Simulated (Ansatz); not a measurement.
Reaction (atomization): `Cl/C=C\Cl` → 2 C• + 2 Cl• + 2 H•

Program: Ansatz. Geometries: PBE0-D4/def2-TZVP. ΔE: electronic, gas phase. CCSD(T)/CBS is the MP2 limit (def2-TZVPP, def2-QZVPP) plus CCSD(T) − MP2 in def2-TZVPP, frozen cores. This one scheme is used for every species, atoms too. DFT in def2-TZVPP. Open shells (•) are unrestricted, without spin–orbit coupling. Spin–orbit coupling would lower the free atoms: a little for C, Cl.

`Cl/C=C\Cl`:

Z-matrix (Å, degrees):
```
C
C 1 1.324
Cl 1 1.705 2 124.8
H 1 1.082 2 120.4 3 180.0
Cl 2 1.705 1 124.8 3 0.0
H 2 1.082 1 120.4 3 -180.0
```

What is ΔE at CCSD(T)/CBS? (Estimate.)

Ansatz gave: +2176.7 kJ/mol.

What do these levels give: BLYP-D4, B97M-V, r2SCANh-D4, CAM-B3LYP, MP2/def2-TZVPP, SCS-MP2/def2-QZVPP? (An estimate is asked.)

Computed: BLYP-D4 2181.3, B97M-V 2199.8, r2SCANh-D4 2182.5, CAM-B3LYP 2159.4, MP2/def2-TZVPP 2184.8, SCS-MP2/def2-QZVPP 2184.2 kJ/mol.

Largest T1 diagnostic among the species: 0.010.

In def2-TZVPP, CCSD(T) changes the Hartree–Fock value by +582.5 kJ/mol (the triples alone add +51.5 kJ/mol) and MP2 by +655.8 kJ/mol; breaking electron pairs costs correlation energy, which Hartree–Fock lacks. At CCSD(T), def2-SVP lies −127.1 kJ/mol from the extrapolated value and def2-TZVPP −65.1 kJ/mol: correlation converges slowly with the basis, and small sets miss more of it in the bonded molecule than in its fragments. The D4 term adds +22.6 kJ/mol with B3LYP and +11.5 kJ/mol with PBE0; it sums over pairs of atoms, weighted by their polarisabilities, and B3LYP, whose exchange is more repulsive, gets the larger term.

B3LYP here is the variant with VWN-RPA as its local correlation; programs differ in this.

For atomizations the MP2-based limit and the directly extrapolated one differ by several kJ/mol either way, and by 10 to 25 for some Ge, Se and Sn compounds, so smaller differences from it don't rank the levels.
